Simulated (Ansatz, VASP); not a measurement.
**One calculation of Br, two programs**

```
CELL_PARAMETERS angstrom
4.59764 0.00000 0.00000
0.00000 4.59764 0.00000
0.00000 0.00000 4.59764
ATOMIC_POSITIONS crystal
Br 0.50000 0.00000 0.00000
Br 0.00000 0.50000 0.00000
Br 0.00000 0.00000 0.50000
```

Alike in both runs: task single point; functional r2SCAN; k mesh 5 × 5 × 5; occupations gaussian, width 0.15 eV; no spin polarisation.

|  | VASP | Ansatz |
| --- | --- | --- |
| version | VASP 6.6.1 | Ansatz 0.2.0 |
| potentials or method | VASP PAW PBE potentials, release 64 (Br) | plane waves, norm-conserving potentials |
| plane-wave cutoff (eV) | 520 | 600 |
| valence electrons in the cell | 21 | 21 |

```csv
,VASP,Ansatz,Ansatz less VASP
gap on the k mesh at the Fermi level (eV),none,none,-
pressure (GPa),-1.0,-1.0,+0.04
```

A gap of «none» marks a metal or a gap that the smearing closes. Ansatz warned: «stress_scf_threshold_loose».

Caveats: the PAW data sets were made with another functional, which shifts forces and pressure a little (VASP); an odd number of electrons without spin polarisation forces a metal; a magnetic or distorted state may lie lower.
